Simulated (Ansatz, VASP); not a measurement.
## BaTe in VASP and in Ansatz

```xyz
2
Lattice="0.0000 3.4714 3.4714 3.4714 0.0000 3.4714 3.4714 3.4714 0.0000" Properties=species:S:1:pos:R:3 pbc="T T T"
Ba    0.0000    0.0000    0.0000
Te    3.4714    3.4714    3.4714
```

Alike in both runs: functional PBEsol; k mesh 8 × 8 × 8; occupations gaussian, width 0.02 eV; no spin polarisation.

Ansatz relaxed the structure, and its values are those at the end. VASP's run is a single point on that final structure, the one shown.

|  | VASP | Ansatz |
| --- | --- | --- |
| version | VASP 6.6.1 | Ansatz 0.2.0 |
| potentials or method | VASP PAW PBE potentials, release 64 (Ba_sv, Te) | scalar-relativistic, plane waves, PAW |
| plane-wave cutoff (eV) | 520 | 420 |
| valence electrons in the cell | 16 | 26 |

Ansatz gave:

| Quantity | Value |
| --- | --- |
| gap on the k mesh at the Fermi level (eV) | 1.46 |
| least direct gap on the mesh (eV) | 1.82 |
| pressure (GPa) | 0.0 |

Which values does VASP return?

gap on the k mesh at the Fermi level (eV): 1.37; least direct gap on the mesh (eV): 1.76; pressure (GPa): 0.4.

The two sets of potentials don't hold the same shells in valence.

Caveats: the PAW data sets were made with another functional, which shifts forces and pressure a little (VASP); spin-orbit coupling is left out, which moves the levels of the heavy elements. A k mesh can miss the band edges.
